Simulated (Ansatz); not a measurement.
## ZrO2: band structure with HSEsol

Crystal: ZrO2.

```xyz
3
Lattice="0.0000 2.5451 2.5451 2.5451 0.0000 2.5451 2.5451 2.5451 0.0000" Properties=species:S:1:pos:R:3 pbc="T T T"
Zr    0.0000    0.0000    0.0000
O     3.8176    3.8176    3.8176
O     1.2725    1.2725    1.2725
```

Measurements of this composition are mostly on another form, of space group No. 14.

```
Program                             : Ansatz 0.2.0
Task                                : band structure
Functional                          : HSEsol
Potentials or basis                 : Ansatz PAW
Cutoff                              : 420 eV (not typed: the program's choice for these potentials)
k mesh                              : 5 × 5 × 5
Occupations                         : fermi-dirac, width 0.05 eV
Spin                                : no spin polarisation
Path                                : [["G", "X", "W", "K", "G", "L", "U", "W", "L", "K"], ["U", "X"]]
Points for each segment of the path : 4
```

The pressure is -8.1 GPa, the band gap on the k mesh is 5.12 eV, indirect (least direct gap 5.51 eV) and the band gap along the path is 4.91 eV, indirect (least direct gap 5.29 eV).

Levels at the corners of the path, in eV from the valence-band top:
```tsv
point	band 10	band 11	band 12	band 13	band 14	band 15
Γ	-0.60	-0.60	-0.60	4.91	4.91	7.94
X	-1.61	-1.61	0.00	5.29	6.48	7.49
W	-2.61	-1.46	-0.22	6.01	6.27	7.96
K	-2.38	-1.32	-0.36	5.55	6.45	7.84
Γ	-0.60	-0.60	-0.60	4.91	4.91	7.94
L	-2.74	-1.82	-1.82	5.60	5.60	7.78
U	-2.38	-1.32	-0.36	5.55	6.45	7.84
W	-2.61	-1.46	-0.22	6.01	6.27	7.96
L	-2.74	-1.82	-1.82	5.60	5.60	7.78
K	-2.38	-1.32	-0.36	5.55	6.45	7.84
U	-2.38	-1.32	-0.36	5.55	6.45	7.84
X	-1.61	-1.61	0.00	5.29	6.48	7.49
```

It took 2.1 min on 2 threads of Arm Neoverse V1 (shared host), peak memory 0.76 GiB.

Caveat: the k mesh is coarse (spacing up to 0.43 Å⁻¹), so the values aren't converged, least of all with exact exchange; the k mesh misses the band edges, so the gap on the mesh is wider than the one along the path; the pressure holds a Pulay correction of +0.6 GPa for the finite cutoff; the PAW data sets come from PBE, with cores solved anew for the run's functional, which leaves a small shift of forces and pressure; the thresholds are loose for stress.
